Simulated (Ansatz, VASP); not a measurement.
One calculation of C, two programs

```
CELL_PARAMETERS angstrom
0.00000 1.67824 2.01389
1.67824 0.00000 2.01389
1.67824 1.67824 0.00000
ATOMIC_POSITIONS crystal
C 0.50000 0.50000 0.50000
C 0.75000 0.75000 0.75000
```

Alike in both runs: task single point; functional PBEsol; k mesh 12 × 12 × 12; occupations gaussian, width 0.05 eV; no spin polarisation.

|  | VASP | Ansatz |
| --- | --- | --- |
| version | VASP 6.6.1 | Ansatz 0.2.0 |
| potentials or method | VASP PAW PBE potentials, release 64 (C) | scalar-relativistic, plane waves, PAW |
| plane-wave cutoff (eV) | 520 | 420 |
| valence electrons in the cell | 8 | 8 |

Ansatz gave:

- gap on the k mesh at the Fermi level (eV): 1.75
- least direct gap on the mesh (eV): 4.00
- pressure (GPa): -3.6
- largest component of the traceless stress (GPa): 131.02

Q: Estimate VASP's values.

A: gap on the k mesh at the Fermi level (eV): 1.74; least direct gap on the mesh (eV): 4.00; pressure (GPa): -2.6; largest component of the traceless stress (GPa): 131.00.

Caveats: the PAW data sets were made with another functional, which shifts forces and pressure a little (VASP).
